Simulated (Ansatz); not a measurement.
TePt:

```
Pt Te
1.0
     3.95488    0.00000    0.00000
    -1.97744    3.42502    0.00000
     0.00000    0.00000    3.85976
Pt Te
1 1
Direct
  0.00000 0.00000 0.00000
  0.66667 0.33333 0.50000
```

Measurements of this composition are mostly on another form, of space group No. 166.

```yaml
Program: Ansatz 0.2.0
Task: relaxation of cell and atoms
Functional: r2SCAN
Potentials_or_basis: Ansatz PAW
Cutoff: "500 eV (not typed: the program's choice for these potentials)"
k_mesh: 8 × 8 × 7
Occupations: fermi-dirac, width 0.05 eV
Spin: no spin polarisation
Hubbard_terms: Pt d U = 1 eV
```

At the start: volume 26.14 Å³/atom.

Problem. How do energy, volume and symmetry change on relaxing?

Solution. It ends after 11 steps and the volume is 22.49 Å³/atom (-14.0 %); space group P-6m2 (No. 187, to 0.05 Å).

Step by step:
```csv
step,energy change (eV),largest force (eV/Å),volume (Å³)
1,0.0000,0.0000,52.28
2,-0.3763,0.0000,46.52
3,-0.4238,0.0000,43.10
4,-0.4379,0.0000,44.41
5,-0.4391,0.0000,44.48
6,-0.4396,0.0000,44.55
7,-0.4402,0.0000,44.67
8,-0.4477,0.0000,44.95
9,-0.4480,0.0000,45.00
10,-0.4481,0.0000,44.98
11,-0.4474,0.0000,44.98
```

Final structure:
```xyz
2
Lattice="3.9992 0.0000 0.0000 -1.9996 3.4634 0.0000 0.0000 0.0000 3.2475" Properties=species:S:1:pos:R:3 pbc="T T T"
Pt    0.0000    0.0000    0.0000
Te    1.9996    1.1545    1.6238
```

Caveat: the electronic state changed during the relaxation; the plane-wave basis is chosen anew once the cell has moved, so the energies of steps on either side of that aren't comparable; U without spin polarisation on a metal has little footing; the PAW data sets come from PBE, with cores solved anew for the run's functional, which leaves a small shift of forces and pressure; the U is typed as a test and isn't derived for this compound.
